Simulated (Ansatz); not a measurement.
Compressing MgS: a fit and a missing row

MgS, Fm-3m, a = 5.230 Å. Ansatz: PBE, PAW, 420 eV, Γ-centred 8×8×8 mesh on 2 atoms, Gaussian smearing 0.02 eV; no spin polarisation. Symmetry fixes shape and atoms, so the cell is only scaled; pressure is positive in compression.

```tsv
V (Å³/atom)	P (GPa)
15.734	12.27
16.270	8.46
16.806	5.20
17.343	?
17.879	0.00
18.415	-2.05
18.952	-3.82
19.667	-5.80
```

Question: Take V0 = 17.879 Å³/atom, fit the third-order Birch–Murnaghan form to the other rows, and predict the missing pressure.

Answer: With the Eulerian strain f = ½[(V0/V)^(2/3) − 1] and y = P/[3f(1 + 2f)^(5/2)], the form is the line y = B0 + 1.5 B0 (B0′ − 4) f. Rows (f, y): 0.04447, 74.3; 0.03244, 74.3; 0.02106, 74.2; -0.00975, 73.6; -0.01905, 73.7; -0.03078, 73.6. Means f = 0.006398, y = 73.950; Σ(Δf)² = 0.004633, ΣΔfΔy = 0.05113; the slope is their ratio. y = 73.88 + 11.04 f GPa, so B0 = 73.9 GPa and B0′ = 4 + 2 × (11.04)/(3 × 73.88) = 4.10. At V = 17.343, f = 0.01025, y = 73.99 and P = 2.39 GPa. The run gave 2.40 GPa, so the fit is 0.01 GPa too low, within twice the rms miss on the fitted rows (0.006 GPa).